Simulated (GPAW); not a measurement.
Crystal: CuO.

```
Cu O
1.0
     2.83633    0.00000    0.00000
    -1.41816    2.45633    0.00000
     0.00000    0.00000    2.76811
Cu O
1 1
Direct
  0.00000 0.00000 0.00000
  0.66667 0.33333 0.50000
```

Measurements of this composition are mostly on another form, of space group No. 15.

* Program: GPAW 26.7.0
* Task: relaxation of cell and atoms
* Functional: revTPSS
* Potentials or basis: GPAW PAW data sets (gpaw-data 1.2.1)
* Cutoff: 800 eV
* Basis: pw
* k mesh: 8 × 8 × 7
* Occupations: fermi-dirac, width 0.05 eV
* Spin: no spin polarisation

At the start: pressure -6.4 GPa; volume 9.64 Å³/atom.

Problem. How do energy, volume and symmetry change on relaxing?

Solution. Over 6 steps the energy falls by 10.2 meV/atom and the volume is 9.37 Å³/atom (-2.8 %); space group P-6m2 (No. 187, to 0.05 Å).

The path:
```tsv
step	energy change (eV)	largest force (eV/Å)	pressure (GPa)	volume (Å³)
1	0.0000	0.0000	-6.44	19.29
2	-0.0075	0.0000	-4.87	19.13
3	-0.0176	0.0000	1.17	18.58
4	-0.0181	0.0000	0.85	18.61
5	-0.0203	0.0000	-0.26	18.75
6	-0.0204	0.0000	-0.13	18.75
```

Final structure:
```
CELL_PARAMETERS angstrom
2.83913 0.00000 0.00000
-1.41956 2.45876 0.00000
0.00000 0.00000 2.68542
ATOMIC_POSITIONS crystal
Cu 0.00000 0.00000 0.00000
O 0.66667 0.33333 0.50000
```

Caveat: with this Cu data set, volumes or pressures lay over 1.5 % or 2 GPa off other programs in two to four cells of ten; later steps reuse the first step's grids; the PAW data sets were made with another functional, which shifts forces and pressure a little; an odd number of electrons without spin polarisation forces a metal; a magnetic or distorted state may lie lower; the run has no spin polarisation, though such a crystal can be magnetic.
